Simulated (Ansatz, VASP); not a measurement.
SrO: VASP beside Ansatz

```
CELL_PARAMETERS angstrom
0.00000 2.56630 2.56630
2.56630 0.00000 2.56630
2.56630 2.56630 0.00000
ATOMIC_POSITIONS crystal
Sr 0.50000 0.50000 0.50000
O 0.00000 0.00000 0.00000
```

Alike in both runs: functional PBEsol; k mesh 9 × 9 × 9; occupations fermi-dirac, width 0.05 eV; no spin polarisation.

```csv
,VASP,Ansatz
version,VASP 6.6.1,Ansatz 0.2.0
potentials or method,"VASP PAW PBE potentials, release 64 (Sr_sv, O), cutoff 520 eV","all-electron LAPW, non-relativistic"
task,single point,band structure
```

```csv
,VASP,Ansatz,Ansatz less VASP
gap on the k mesh at the Fermi level (eV),3.21,3.13,-0.078
least direct gap on the mesh (eV),3.30,3.20,-0.099
pressure (GPa),0.1,-0.1,-0.13
```

Ansatz ran all-electron here, so the differences hold the error of VASP's frozen core and of both bases.

Caveats: the PAW data sets were made with another functional, which shifts forces and pressure a little (VASP); an odd mesh through Γ misses points on the zone boundary, where band edges often lie (VASP); relativity is left out, which matters for the heavier elements (Ansatz).
